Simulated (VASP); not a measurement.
Crystal: InPd.

```xyz
2
Lattice="3.2719 0.0000 0.0000 0.0000 3.2719 0.0000 0.0000 0.0000 3.2719" Properties=species:S:1:pos:R:3 pbc="T T T"
In    0.0000    0.0000    0.0000
Pd    1.6359    1.6359    1.6359
```

The cell comes from a database or a generator and needn't be the stable form of this composition.

Base run:

| Property | Result |
| --- | --- |
| Program | VASP 6.6.1 |
| Functional | r2SCAN |
| Potentials or basis | VASP PAW PBE potentials, release 64 (In_d, Pd) |
| Cutoff | 520 eV |
| k mesh | 8 × 8 × 8 |
| Occupations | fermi-dirac, width 0.05 eV |
| Spin | no spin polarisation |

Its results: pressure 0.0 GPa.

Question: The run is repeated on the same cell with these changes: functional from r2SCAN to revPBE. What comes out?

Answer: Pressure 6.2 GPa.

Caveats: the PAW data sets were made with another functional, which shifts forces and pressure a little.
